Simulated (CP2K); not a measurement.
Runs of CP2K 2026.2 on In2O3. It takes space group R-3c (No. 167, trigonal). The conventional cell has a = 5.487 Å, b = 5.487 Å, c = 14.510 Å, α = 90.00°, β = 90.00°, γ = 120.00°. Around In (site symmetry 3) lie 6 O at 2.12 to 2.26 Å. Around O (site symmetry 2) lie 4 In at 2.12 to 2.26 Å. 

```csv
level,potentials or basis,spin,k points reduced by the point group,soc after scf,gap on the mesh (eV),pressure (GPa),largest force (eV/Å)
PBE,"GTH_POTENTIALS In GTH-PBE-q13, O GTH-PBE-q6; DZVP-MOLOPT-SR-GTH basis",off,yes,-,(a),11.4,0.18
PBEsol,"GTH_SOC_POTENTIALS In GTH-PBE-q13, O GTH-PBE-q6; DZVP-MOLOPT-SR-GTH basis","SOC, no magnetisation",-,yes,-,5.9,0.23
PBEsol,"GTH_POTENTIALS In GTH-PBE-q13, O GTH-PBE-q6; DZVP-MOLOPT-SR-GTH basis",off,yes,-,1.10,5.9,0.23
PBE,"GTH_SOC_POTENTIALS In GTH-PBE-q13, O GTH-PBE-q6; DZVP-MOLOPT-SR-GTH basis","SOC, no magnetisation",-,yes,-,11.4,0.18
```

Alike in all rows: task band structure; cell as given; k mesh 5 × 5 × 5; smearing fermi-dirac 0.05 eV.

Problem. Fill in the values left out.

Solution. (a) 1.23.

Caveats: the basis of atomic orbitals isn't converged, which shifts pressures, moduli and gaps; spin-orbit coupling is left out, which moves the levels of the heavy elements (some runs); the potentials were made for another functional, which shifts forces and pressure (some runs).

A k mesh can miss the band edges, and rows without SOC leave out spin-orbit coupling on In.
